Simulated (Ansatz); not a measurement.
# Si chain started as a dimerised line: period, moment and channels by functional, part 2 of 3

Wanted: the relaxed geometry and the open channels of the Si chain started as a dimerised line, by several methods.

Ansatz 0.2.0; DFT PBE, plane waves, PAW; relaxation of a chain's period (the session's first sound run).

So far. Step 2 (Relaxation of atoms and period, level PBE, cutoff 420 …): The cell's length comes to 4.421 Å with no moment. The two atoms stand evenly on a line, so the true period is half of it.

### 3. Bands of the perfect wire, level PBE, cutoff 420 eV

This step: DFT PBE, plane waves, PAW; channels and complex bands of a perfect chain (Ansatz 0.2.0).

At the relaxed period the Bloch states of the perfect chain are found at each energy: those that move forward count the open channels, and those that decay describe how a disturbance dies away inside the wire itself. An energy step of 0.035 eV is under the 0.039 eV that the program asks for its thermal average at 300 K.

input.yaml

```yaml
crystal:
  lattice:
    - [7.5, 0.0, 0.0]
    - [0.0, 7.5, 0.0]
    - [0.0, 0.0, 4.4211625677]
  atoms:
    - { symbol: Si, position: [0.5, 0.5, 0.974995432] }
    - { symbol: Si, position: [0.5, 0.5, 0.475004568] }
kpoints:
  mp_grid: { grid: [1, 1, 19] }
  band_path: { path: ["Γ", Z], npoints: 60 }
scf:
  occupations: { method: fermi_dirac, width: 0.05 }
hamiltonian:
  xc: pbe
output:
  transmission:
    e_range: [-2, 2]
    de: 0.035
    kmesh: [1, 1]
    reduced_basis: true
    leads: [[0, 0]]
  dos: { projected: true, e_range: [-6, 4] }
  write_potential: true
  write_density: true
  volumetric_format: npy
  elf: true
```

On the command line:

```bash
> ansatz run input.yaml --threads 4 --pin off --max-ram 8192MiB --backend cpu --events-out ev --progress --plain --runs-dir out
```

Numbers of over 12 decimals in the logs are rounded to 6 here.

What it wrote:

```text
Warning: the atoms were moved onto the symmetric positions of the space group found under crystal.symmetry.tolerance 1.0e-5 (fractional; no operation is sought that the atoms, as they stand in a round, miss by more than twice it, and no atom is moved by as much as it), and the run uses the moved positions. Before a round's move an operation carried an atom to 4.04e-5 Å from where it should land, the largest such dist [...]
[...]
Crystal: 2 atoms, lattice volume = 248.690 Å³
Basis set: ecut = 420 eV, 4935 PW (Γ)
Bands: 8, of which v1, the nominal top of the filled ones, is band 4 counted from 1 (3 counted from 0)
Symmetry: 32 space group operations
[...]
k-points: 10 of 19
[...]
SCF iter   1: F=—  HF=-1267.559050 eV  |F-HF|=—  |Δ(HF+E_count)|=         —  Δρ=4.11e-3  dr2=3.87e-2  ethr=1.77e-3  ⟨swp⟩=6.7  Hψ=736  notcnv=0
[...]
SCF iter   6: F=-1267.559138 eV  HF=-1267.559138 eV  |F-HF|=1.66e-9  |Δ(HF+E_count)|=   1.10e-7  Δρ=6.14e-7  dr2=7.98e-10  ethr=8.94e-10  ⟨swp⟩=2.9  Hψ=381  notcnv=0
SCF 1 converged in 6 iterations: F = -1267.559138 eV  dr2 = 7.98e-10
[...]
NSCF: frozen V_eff on 61 k-points
transmission: 6 of 36 steps passed
transmission: 12 of 36 steps passed
[...]
transmission: 36 of 36 steps passed
WARN: The output density's exchange-correlation potential varies sharply where the density is thin. Do not read a vacuum level from v_tot or v_xc, or from such a field of the output density. On a cell that repeats whose density bears no net charge and no dipole along the vacuum's axis use v_es (v_loc + v_h of the components); under efield.dipole_correction with no amplitude use v_es + v_field, which holds any externa [...]
SCF converged after 6 iterations
Free energy (F): -1267.559138 eV
[...]
Internal energy: -1267.546264 eV  (E = F + TS)
E sigma→0 (E₀):  -1267.552701 eV
Entropy (-TS):   -0.012874 eV (-6.437 meV/atom)
Fermi energy:    -3.312363 eV
[...]
--- Band table (eV; the first three rows and the last of 10) ---
[...]
--- Transmission ---
  basis      : 497 plane waves across, 6 finite elements along
  points     : 1, standing for a mesh of 1 x 1
  filling    : by the input's occupations and mesh, since the crystals that have channels conduct as metals do. If one of these is a semiconductor, that mesh has misplaced its level
  energies   : 115 from -2.000000 to 1.990000 eV about the Fermi level, 0.035000 eV apart; the leads are filled to 0.000000 eV, and channels, transmission and decay are at -0.005000 eV
  crystal 0  : Si2, at the sites [0, 0], period 4.4212 Å: whole cells are its period
    offset         : up to 0.0000 Å between an atom of the period and one for which it stands
    filled         : 24.2 meV under the level at which it is neutral
    channels       : 3.000000e0 a spin
    conductance    : 4.1323e14 S/m² at 300 K; may be off by some 0.0 % by where its bands' edges are placed, 0.0 % from the distance to neutral
```

It took 15 s on 4 threads of Arm Neoverse V1, shared host; peak memory 0.48 GiB.

In the SCF lines HF is the Harris–Foulkes energy and dr2 the Hartree energy of the density residual, in eV; the loop may stop once dr2 is under the threshold and the program's other checks hold. Hψ counts applications of the Hamiltonian.

This step gave:

```yaml
channels_at_the_energy_nearest_the_fermi_level_one_spin: 3
conductance_of_the_lead_as_this_run_defines_it: 3.000 G₀
band_gap: 0 eV
```

The open channels of the lead, one spin by energy, zero at the Fermi level:

energy (eV), open channels of the lead, one spin and a bar:
```
   -1.405       0.00 
   -1.195       2.00 ####################
   -0.985       3.00 ##############################
   -0.810       3.00 ##############################
   -0.600       3.00 ##############################
   -0.390       3.00 ##############################
   -0.215       3.00 ##############################
   -0.005       3.00 ##############################
    0.205       3.00 ##############################
    0.415       3.00 ##############################
    0.590       3.00 ##############################
    0.800       3.00 ##############################
    1.010       3.00 ##############################
    1.185       3.00 ##############################
    1.395       3.00 ##############################
    1.605       3.00 ##############################
    1.815       3.00 ##############################
```

The slowest values at each energy, most degenerate partners merged, listed up to 1.5 1/Å. Im kz of the slowest decaying states against energy, zero at the Fermi level:

```csv
energy (eV),decay 1 (Å⁻¹),decay 2 (Å⁻¹),decay 3 (Å⁻¹),decay 4 (Å⁻¹)
-2.0000,0.123,0.448,1.22,1.36
-1.7550,0.115,0.361,1.19,1.34
-1.5100,0.100,0.245,1.17,1.31
-1.2650,0.0757,1.14,1.29,1.39
-0.9850,1.10,1.26,1.36,1.46
-0.7400,1.08,1.23,1.34,1.43
-0.4950,1.04,1.21,1.32,1.41
-0.2500,1.01,1.18,1.29,1.39
-0.0050,0.981,1.15,1.27,1.36
0.2400,0.947,1.12,1.24,1.34
0.4850,0.913,1.10,1.21,1.31
0.7650,0.871,1.06,1.18,1.29
1.0100,0.833,1.03,1.15,1.26
1.2550,0.793,0.999,1.13,1.23
1.5000,0.751,0.966,1.10,1.21
1.7450,0.706,0.932,1.07,1.18
```

The electronic bands at the labelled points (eV, zero at the Fermi level):

```
  point  band 1  band 2  band 3  band 4  band 5  band 6  band 7  band 8
      Γ   -9.36   -3.41   -1.30   -1.30   -1.01    3.58    4.95    4.95
halfway   -8.91   -5.44   -0.86   -0.86    1.66    2.62    2.62    4.02
      Z   -7.57   -7.57    0.45    0.45    0.45    0.45    4.80    4.80
```

The electronic bands as a text plot (rows in eV, shown from -8.0 to 3.7 only):

```
    3.5 |*********************                   ****
    3.0 |                     ******         ****
    2.5 |                           *********
    2.0 |                             *********
    1.5 |                          ***         *****
    1.1 |                     *****                 ********
    0.6 |                 ****                              *****
    0.1 |             ****                            *********
   -0.4 |        *****                     ***********
   -0.9 |********        ******************
   -1.4 |****************
   -1.9 |
   -2.4 |
   -2.9 |
   -3.4 |******
   -3.8 |      *******
   -4.3 |             *****
   -4.8 |                  ******
   -5.3 |                        *****
   -5.8 |                             ******
   -6.3 |                                   *******
   -6.8 |                                          ******
   -7.3 |                                                *******
   -7.8 |                                                 *******
         Γ                                                      Z
```

Valence density in the ca plane at fractional y = 0.500, with atoms of Si within 0.2 Å of it. It is the smooth field of the valence electrons, not physical close to the nuclei.

Ten even steps from '0' (0.00 e/Å³) to '9' (0.57 e/Å³), each cell a mean:
```
00000000000000
00000000000000
00000000000000
00000000000000
00000000000000
00000000000000
11101111110111
22222222222222
55444555544455
56777655677765
26998522699852
15999511599951
46888644688864
56555655655565
33323333332333
11111111111111
00000000000000
00000000000000
00000000000000
00000000000000
00000000000000
00000000000000
00000000000000
```
Columns run along c (4.4 Å), rows up along a (7.5 Å). Atoms in or near the plane, at fractional coordinates: Si at (0.98, 0.50), Si at (0.48, 0.50).

Electrostatic potential energy in the ca plane at fractional y = 0.500, with atoms of Si within 0.2 Å of it. With pseudopotentials it is smooth inside the atoms' cores, unlike the true potential.

Ten even steps from '0' (-60 eV) to '9' (2 eV), each cell a mean:
```
99999999999999
99999999999999
99999999999999
99999999999999
99999999999999
99999999999999
99999999999999
89999988999998
78898777889877
24787422478742
02675100267510
01575100157510
13786311378631
56888655788865
88999888899988
99999999999999
99999999999999
99999999999999
99999999999999
99999999999999
99999999999999
99999999999999
99999999999999
```
Columns run along c (4.4 Å; values clipped at the 3rd and 97th percentile), rows up along a (7.5 Å). Atoms in or near the plane, at fractional coordinates: Si at (0.98, 0.50), Si at (0.48, 0.50).

ELF in the ca plane at fractional y = 0.500, with atoms of Si within 0.2 Å of it. It is the smooth field of the valence electrons, not physical close to the nuclei.

Ten even steps from '_' (0.00) to '@' (0.84), each cell a mean:
```
____________________________
____________________________
____________________________
......__............__......
--::::..::::----::::..::::--
++==------==++++==------==++
####++++**##%%####++++**##%%
@@%%######%%@@@@%%######%%@@
@@@@%%%%%%@@@@@@@@%%%%@@@@@@
**%%@@@@@@##****%%@@@@@@##**
++**@@@@@@**++++**@@@@@@**++
++**@@@@@@++++++**@@@@@@++++
++##@@@@@@##++++##@@@@@@##++
%%@@@@@@@@%%%%%%@@@@@@@@%%%%
@@@@%%##%%@@@@@@@@%%##%%@@@@
%%##******##%%%%##******##%%
**++======++****++======++**
==--::::::--====--::::::--==
::..........::::..........::
____________________________
____________________________
____________________________
____________________________
```
Columns run along c (4.4 Å), rows up along a (7.5 Å). Atoms in or near the plane, at fractional coordinates: Si at (0.98, 0.50), Si at (0.48, 0.50).

By hand: the program gives 4.1323 × 10^14 S/m² over the cell's cross-section of 56.25 Å² = 5.625 × 10^-19 m², so one cell conducts 2.324 × 10^-4 S. Divided by G0 = 2e²/h = 7.748 × 10^-5 S this is 3.00 G0, a resistance of 4.30 kΩ.

At the computed energy nearest the Fermi level there are 3 channels a spin, and the thermal average gives 3.00 G₀.

### 4. Relaxing the period

This step: DFT RPBE, plane waves, PAW; relaxation of a chain's period (Ansatz 0.2.0).

The relaxation is repeated under another functional. RPBE strengthens the exchange enhancement and tends to longer, weaker bonds than PBE.

input.yaml

```yaml
crystal:
  lattice:
    - [7.5, 0.0, 0.0]
    - [0.0, 7.5, 0.0]
    - [0.0, 0.0, 4.218]
  atoms:
    - { symbol: Si, position: [0.5, 0.5, 0.0], spin: 0.3 }
    - { symbol: Si, position: [0.5, 0.5, 0.45], spin: 0.3 }
magnetization:
  spin_polarized: true
kpoints:
  mp_grid: { grid: [1, 1, 19] }
scf:
  occupations: { method: fermi_dirac, width: 0.05 }
hamiltonian:
  xc: rpbe
relax:
  cell: { fix: [a, b, alpha, beta, gamma] }
  max_steps: 60
```

What it wrote:

```text
[...]
Crystal: 2 atoms, lattice volume = 237.262 Å³
Basis set: ecut = 420 eV, 4623 PW (Γ), exchange–correlation on 108×108×60 points (8 copies of the dense FFT grid, shifted against one another)
Bands: 9, of which v1, the nominal top of the filled ones, is band 4 counted from 1 (3 counted from 0)
Symmetry: 16 space group operations
[...]
0.000000       0.160666       0.000000
        0.000000       0.000000       0.010055
  P = ⅓ Tr σ = 0.1105 GPa (1.105 kbar)
--- Relaxed structure (6 steps of the walk, 6 accepted, 1 SCFs on fresh bases) ---
[...]
cell:  # Å, volume = 249.8541 Å³
    - [7.5, 0.0, 0.0]
    - [0.0, 7.5, 0.0]
    - [0.0, 0.0, 4.441852]
  atoms:
    - { symbol: Si, position: [0.5, 0.5, -0.024982] }
    - { symbol: Si, position: [0.5, 0.5, 0.474982] }
[key lines of the parts left out:]
SCF converged after 5 iterations
Magnetization: 0.0000 μB (4.0000 up, 4.0000 down)
Free energy (F): -1274.019921 eV
Fermi energy:    -3.260592 eV
```

Wall time 8.8 s (4 threads); peak memory 0.45 GiB.

The steps of the relaxation:

```csv
step,energy less that of the first step (eV),largest force component (eV/Å),pressure (GPa),volume (Å³)
1,0.0000,6.0320,1.69,237.26
2,-0.5647,1.6881,0.78,240.87
3,-0.6910,0.1370,0.30,248.29
4,-0.6927,0.0316,-0.04,251.09
5,-0.6944,0.0274,0.10,249.93
6,-0.6944,0.0022,0.11,249.85
7*,-0.6950,0.0022,0.11,249.85
```

Relaxation steps marked * repeat the geometry before them on a plane-wave basis chosen anew for their cell, so energy and pressure can jump there.

The run keeps the 16 symmetry operations that it works with, so distortions that break them were not tested.

```csv
cell as run,before,after,change
c (Å),4.218,4.442,+5.3 %
```

The atoms that moved most (Å, along periodic axes as changes of fractional coordinates times the final cell, across vacuum about the mean position):

| atom | dx | dy | dz | length |
| --- | --- | --- | --- | --- |
| Si1 | 0.000 | 0.000 | -0.111 | 0.111 |
| Si2 | 0.000 | 0.000 | 0.111 | 0.111 |

The relaxed structure:

```xyz
2
Lattice="7.5000 0.0000 0.0000 0.0000 7.5000 0.0000 0.0000 0.0000 4.4419" Properties=species:S:1:pos:R:3
Si    3.7500    3.7500   -0.1110
Si    3.7500    3.7500    2.1098
```

The cell's length comes to 4.442 Å, +0.5 % against the first run, with no moment. The two atoms stand evenly on a line, so the true period is half of it.

### 5. The perfect wire, level RPBE, cutoff 420 eV

This step: DFT RPBE, plane waves, PAW; channels and complex bands of a perfect chain (Ansatz 0.2.0).

The channels are counted again under RPBE, at the period that it gave.

input.yaml

```yaml
crystal:
  lattice:
    - [7.5, 0.0, 0.0]
    - [0.0, 7.5, 0.0]
    - [0.0, 0.0, 4.4418515468]
  atoms:
    - { symbol: Si, position: [0.5, 0.5, 0.975017622] }
    - { symbol: Si, position: [0.5, 0.5, 0.474982378] }
kpoints:
  mp_grid: { grid: [1, 1, 19] }
  band_path: { path: ["Γ", Z], npoints: 60 }
scf:
  occupations: { method: fermi_dirac, width: 0.05 }
hamiltonian:
  xc: rpbe
output:
  transmission:
    e_range: [-2, 2]
    de: 0.035
    kmesh: [1, 1]
    reduced_basis: true
    leads: [[0, 0]]
  dos: { projected: true, e_range: [-6, 4] }
```

What it wrote:

```text
[...]
Crystal: 2 atoms, lattice volume = 249.854 Å³
Basis set: ecut = 420 eV, 4951 PW (Γ)
Bands: 8, of which v1, the nominal top of the filled ones, is band 4 counted from 1 (3 counted from 0)
Symmetry: 16 space group operations
[...]
k-points: 10 of 19
[...]
Fermi energy:    -3.260847 eV
[...]
--- Band table (eV; the first three rows and the last of 10) ---
[...]
--- Transmission ---
  basis      : 497 plane waves across, 6 finite elements along
  points     : 1, standing for a mesh of 1 x 1
[...]
crystal 0  : Si2, at the sites [0, 0], period 4.4419 Å: whole cells are its period
[...]
filled         : 15.9 meV under the level at which it is neutral
    channels       : 3.000000e0 a spin
[...]
[key lines of the parts left out:]
SCF converged after 6 iterations
Free energy (F): -1274.019949 eV
```

It took 15 s on 4 threads; peak memory 0.47 GiB; 53 s of CPU time.

At the computed energy nearest the Fermi level there are 3 channels a spin, and the thermal average gives 3.00 G₀.

### 6. The relaxed wire, cutoff 500 eV

This step: DFT r2SCAN, plane waves, PAW; relaxation of a chain's period (Ansatz 0.2.0).

The relaxation is repeated under another functional. r2SCAN also reads the kinetic-energy density; it often gives larger moments and wider gaps than PBE, at a higher cost. Against the first PBE run of this kind, the cutoff is 500 eV against 420.

input.yaml

```yaml
crystal:
  lattice:
    - [7.5, 0.0, 0.0]
    - [0.0, 7.5, 0.0]
    - [0.0, 0.0, 4.218]
  atoms:
    - { symbol: Si, position: [0.5, 0.5, 0.0], spin: 0.3 }
    - { symbol: Si, position: [0.5, 0.5, 0.45], spin: 0.3 }
magnetization:
  spin_polarized: true
kpoints:
  mp_grid: { grid: [1, 1, 19] }
scf:
  occupations: { method: fermi_dirac, width: 0.05 }
hamiltonian:
  xc: r2scan
relax:
  cell: { fix: [a, b, alpha, beta, gamma] }
  max_steps: 60
```

What it wrote:

```text
[...]
Crystal: 2 atoms, lattice volume = 237.262 Å³
Basis set: ecut = 500 eV, 6055 PW (Γ), exchange–correlation on 240×240×128 points (64 copies of the dense FFT grid, shifted against one another)
Bands: 9, of which v1, the nominal top of the filled ones, is band 4 counted from 1 (3 counted from 0)
Symmetry: 16 space group operations
[...]
0.000000       0.141442       0.000000
        0.000000       0.000000      -0.042830
  P = ⅓ Tr σ = 0.0800 GPa (0.800 kbar)
--- Relaxed structure (8 steps of the walk, 8 accepted, 1 SCFs on fresh bases) ---
[...]
cell:  # Å, volume = 242.0498 Å³
    - [7.5, 0.0, 0.0]
    - [0.0, 7.5, 0.0]
    - [0.0, 0.0, 4.303108]
  atoms:
    - { symbol: Si, position: [0.5, 0.5, -0.025004] }
    - { symbol: Si, position: [0.5, 0.5, 0.475004] }
[key lines of the parts left out:]
SCF converged after 4 iterations
Magnetization: 0.0000 μB (4.0000 up, 4.0000 down)
Free energy (F): -1273.665731 eV
Fermi energy:    -3.278361 eV
```

Wall time 49 s (4 threads); peak memory 0.94 GiB; 3.1 min of CPU time.

Step by step:

| step | energy less that of the first step (eV) | largest force component (eV/Å) | pressure (GPa) | volume (Å³) |
| --- | --- | --- | --- | --- |
| 1 | 0.0000 | 5.5816 | 0.86 | 237.26 |
| 2 | -0.4558 | 1.6374 | 0.42 | 236.82 |
| 3 | -0.5117 | 0.4424 | 0.27 | 237.50 |
| 4 | -0.5226 | 0.0606 | 0.44 | 238.90 |
| 5 | -0.5258 | 0.0143 | 0.41 | 239.40 |
| 6 | -0.5309 | 0.2329 | 0.02 | 242.91 |
| 7 | -0.5331 | 0.0034 | 0.04 | 242.52 |
| 8 | -0.5334 | 0.0006 | 0.08 | 242.05 |
| 9* | -0.5334 | 0.0006 | 0.08 | 242.05 |

Relaxation steps marked * repeat the geometry before them on a plane-wave basis chosen anew for their cell, so energy and pressure can jump there.

The run keeps the 16 symmetry operations that it works with, so distortions that break them were not tested.

```
cell as run  before  after  change
      c (Å)   4.218  4.303  +2.0 %
```

The atoms that moved most (Å, along periodic axes as changes of fractional coordinates times the final cell, across vacuum about the mean position):

```csv
atom,dx,dy,dz,length
Si1,0.000,0.000,-0.108,0.108
Si2,0.000,0.000,0.108,0.108
```

The relaxed structure:

```cif
data_structure
_symmetry_space_group_name_H-M 'P 1'
_symmetry_Int_Tables_number 1
_cell_length_a 7.5000
_cell_length_b 7.5000
_cell_length_c 4.3031
_cell_angle_alpha 90.000
_cell_angle_beta 90.000
_cell_angle_gamma 90.000
_cell_volume 242.05
loop_
_atom_site_label
_atom_site_type_symbol
_atom_site_fract_x
_atom_site_fract_y
_atom_site_fract_z
_atom_site_occupancy
Si1 Si 0.50000 0.50000 0.97500 1
Si2 Si 0.50000 0.50000 0.47500 1
```

The cell's length comes to 4.303 Å, -2.7 % against the first run, with no moment. The two atoms stand evenly on a line, so the true period is half of it.

### 7. The wire at its relaxed period, level r2SCAN, cutoff 500 eV

This step: DFT r2SCAN, plane waves, PAW; channels and complex bands of a perfect chain (Ansatz 0.2.0).

The channels are counted again under r2SCAN, at the period that it gave. Its window is narrower, to save time.

input.yaml

```yaml
crystal:
  lattice:
    - [7.5, 0.0, 0.0]
    - [0.0, 7.5, 0.0]
    - [0.0, 0.0, 4.303107833]
  atoms:
    - { symbol: Si, position: [0.5, 0.5, 0.97499573] }
    - { symbol: Si, position: [0.5, 0.5, 0.47500427] }
kpoints:
  mp_grid: { grid: [1, 1, 19] }
  band_path: { path: ["Γ", Z], npoints: 60 }
scf:
  occupations: { method: fermi_dirac, width: 0.05 }
hamiltonian:
  xc: r2scan
output:
  transmission:
    e_range: [-0.7, 0.7]
    de: 0.035
    kmesh: [1, 1]
    reduced_basis: true
    leads: [[0, 0]]
  dos: { projected: true, e_range: [-6, 4] }
```

What it wrote:

```text
[...]
Crystal: 2 atoms, lattice volume = 242.050 Å³
Basis set: ecut = 500 eV, 6143 PW (Γ), exchange–correlation on 240×240×128 points (64 copies of the dense FFT grid, shifted against one another)
Bands: 8, of which v1, the nominal top of the filled ones, is band 4 counted from 1 (3 counted from 0)
Symmetry: 32 space group operations
[...]
k-points: 10 of 19
[...]
Fermi energy:    -3.278253 eV
[...]
--- Band table (eV; the first three rows and the last of 10) ---
[...]
--- Transmission ---
  basis      : 593 plane waves across, 6 finite elements along
  points     : 1, standing for a mesh of 1 x 1
[...]
crystal 0  : Si2, at the sites [0, 0], period 4.3031 Å: whole cells are its period
[...]
filled         : 60.5 meV over the level at which it is neutral
    channels       : 3.000000e0 a spin
[...]
[key lines of the parts left out:]
SCF converged after 6 iterations
Free energy (F): -1273.665731 eV
```

Wall time 14 s (4 threads); peak memory 0.84 GiB; 48 s of CPU time.

At the computed energy nearest the Fermi level there are 3 channels a spin, and the thermal average gives 3.00 G₀.

(Continued in part 3 of 3.)

[Logs are printed without paths, hosts, clocks, repeated set-up lines and the standing remarks that a program may print on its own settings, such as how far it seeks lower states.]

[Hosts, paths, dates, database ids (printed as entryN), source tags and the programs' standing remarks are cut or masked in the printed files.]
